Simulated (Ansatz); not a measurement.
**LiNbO$_{3}$: do energies and stresses tell the same story?**

All numbers below come from Ansatz, DFT PBE, scalar-relativistic, plane waves, PAW.

Cutoff 420 eV; k points 6×6×6 on the computed 10-atom cell (Γ-centred); Gaussian smearing, width 0.02 eV; no spin polarisation.

Relaxed cell: R3c, a = 5.190 Å, b = 5.190 Å, c = 14.014 Å, α = 90.00°, β = 90.00°, γ = 120.00°, 10 atoms in the primitive cell.

Energies at zero smearing and pressures from the stress tensor, at volumes with shape and atoms relaxed:
```json
{"V (Å³/atom)": "9.588", "E − E(first) (meV/atom)": "0.00", "P (GPa)": "18.05"}
{"V (Å³/atom)": "9.915", "E − E(first) (meV/atom)": "-30.92", "P (GPa)": "12.40"}
{"V (Å³/atom)": "10.242", "E − E(first) (meV/atom)": "-51.13", "P (GPa)": "7.55"}
{"V (Å³/atom)": "10.568", "E − E(first) (meV/atom)": "-62.25", "P (GPa)": "3.43"}
{"V (Å³/atom)": "10.895", "E − E(first) (meV/atom)": "-65.63", "P (GPa)": "-0.01"}
{"V (Å³/atom)": "11.222", "E − E(first) (meV/atom)": "-62.78", "P (GPa)": "-2.74"}
{"V (Å³/atom)": "11.549", "E − E(first) (meV/atom)": "-54.90", "P (GPa)": "-4.85"}
{"V (Å³/atom)": "11.985", "E − E(first) (meV/atom)": "-39.09", "P (GPa)": "-6.58"}
```

Question: Check P = −dE/dV between neighbouring volumes, and get the bulk modulus from the pressures alone.

Answer: With 1 eV/Å³ = 160.2 GPa:
```json
{"middle V (Å³/atom)": "9.751", "−ΔE/ΔV (GPa)": "15.157", "mean P (GPa)": "15.225"}
{"middle V (Å³/atom)": "10.078", "−ΔE/ΔV (GPa)": "9.907", "mean P (GPa)": "9.977"}
{"middle V (Å³/atom)": "10.405", "−ΔE/ΔV (GPa)": "5.448", "mean P (GPa)": "5.494"}
{"middle V (Å³/atom)": "10.732", "−ΔE/ΔV (GPa)": "1.660", "mean P (GPa)": "1.714"}
{"middle V (Å³/atom)": "11.059", "−ΔE/ΔV (GPa)": "-1.399", "mean P (GPa)": "-1.374"}
{"middle V (Å³/atom)": "11.386", "−ΔE/ΔV (GPa)": "-3.861", "mean P (GPa)": "-3.796"}
{"middle V (Å³/atom)": "11.767", "−ΔE/ΔV (GPa)": "-5.812", "mean P (GPa)": "-5.716"}
```

The two differ by 0.10 GPa at most. The mean of two end pressures misses the average over a step by about ΔV² P″/12, up to 0.10 GPa here; with that taken off 0.03 GPa remains, from the finite cutoff, the mesh or the relaxation's tolerance. Around V = 10.895 Å³/atom, the two neighbours give B = −V ΔP/ΔV = 10.895 × 6.18 / 0.654 = 102.9 GPa, against B0 = 98.5 GPa from the Birch–Murnaghan fit of the energies.

Energies and stresses do tell the same story, and the gap between 102.9 and 98.5 GPa is no sign of a conflict between them. The energy slopes on either side of the minimum imply nearly the same local stiffness as the pressures, so the lower value probably reflects a single Birch–Murnaghan curve stretched over a wide volume range.

The pressure curve flattens at every step towards larger volume. Compression pushes the ions into steep short-range repulsion and shortens the stiff, partly covalent Nb–O bonds, whereas expansion weakens their restoring force. The softening is especially rapid on the expanded side, which suggests an added contribution from the polar distortion: with more room, Nb and Li can move further off-centre, lengthening the already weaker metal–oxygen contacts. The relaxed cell is somewhat larger than the measured one, as is usual for PBE, which tends to underbind oxides and thus to make them too compressible. Internal coordinates along the volume series would be needed to confirm the polar contribution.
